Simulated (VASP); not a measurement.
Wanted: the native input for a VASP 6.6.1 run.

```yaml
Task: single point
Functional: LDA
Potentials_or_basis: VASP PAW LDA potentials, release 64 (Zn, Cu)
Cutoff: 520 eV
k_mesh: 16 × 16 × 16
Occupations: gaussian, width 0.15 eV
Spin: no spin polarisation
Dipole_correction: no
Further_INCAR_settings: ALGO = Fast; EDIFF = 1e-06; NBANDS = 18
```

The structure of ZnCu lies in POSCAR:

```
ZnCu
1.0
    2.9450000000      0.0000000000      0.0000000000
    0.0000000000      2.9450000000      0.0000000000
    0.0000000000      0.0000000000      2.9450000000
Zn Cu
1 1
Direct
    0.5098022117      0.5098022117      0.5098022117
    0.0000000000      0.0000000000      0.0000000000
```

The cell isn't the ideal one: all Zn atoms moved -0.050 Å, as atom 1 towards its neighbour atom 2 (Cu) at 2.550 Å.

One way to write it, as run:

INCAR

```
PREC     = Accurate       # precision mode
ENCUT    = 520            # plane-wave cutoff, eV
EDIFF    = 1E-6           # SCF threshold, eV
ISMEAR   = 0              # smearing method
SIGMA    = 0.15           # smearing width, eV
LREAL    = F              # projectors in reciprocal space
LASPH    = T              # aspherical terms in the spheres
NELM     = 100            # most SCF steps
ALGO     = Fast           # electronic algorithm
ISIF     = 2              # what is computed and relaxed
LWAVE    = F              # write WAVECAR
LCHARG   = F              # write CHGCAR
NBANDS   = 18             # bands
```

KPOINTS

```
Automatic mesh
0
Gamma
  16 16 16
```

Potentials or basis: VASP PAW LDA potentials, release 64 (Zn, Cu).

Command:

```bash
$ cat potpaw_LDA.64/Zn/POTCAR potpaw_LDA.64/Cu/POTCAR > POTCAR
$ mpirun -np 1 vasp_std > vasp.out
```

Results of the run:

| Property | Result |
| --- | --- |
| Pressure | -8.5 GPa |
| Largest force | 0.200 eV/Å |
| Band gap on the k mesh | none (metal or under the smearing width) |

Run time: 120 s on 1 thread of Intel(R) Xeon(R) Platinum 8259CL CPU @ 2.50GHz (Skylake/Cascade Lake), on a shared host, peak memory 0.3 GiB.
